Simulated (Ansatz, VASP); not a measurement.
Nb in VASP and in Ansatz

```
Nb
1.0
    -1.39956    1.39956    1.39956
     1.39956   -1.39956    1.39956
     1.39956    1.39956   -1.39956
Nb
1
Direct
  0.00000 0.00000 0.00000
```

Change from the starting cell: volume scaled by 0.64, LAPW.

Alike in both runs: task single point; functional LDA; k mesh 16 × 16 × 16; occupations fermi-dirac, width 0.1 eV; no spin polarisation.

|  | VASP | Ansatz |
| --- | --- | --- |
| version | VASP 6.6.1 | Ansatz 0.2.0 |
| potentials or method | VASP PAW LDA potentials, release 64 (Nb_sv), cutoff 520 eV | all-electron LAPW, scalar-relativistic |

VASP gave:

```
pressure (GPa) : 195.1
```

Question: Estimate Ansatz's values.

Answer: Pressure (GPa): 194.2.

Ansatz ran all-electron here, so the differences hold the error of VASP's frozen core and of both bases.

Caveats: the cell as given lies far from equilibrium; so large a pressure means that the cell lies far from this level's equilibrium, or that cutoff or potentials fall short (VASP).
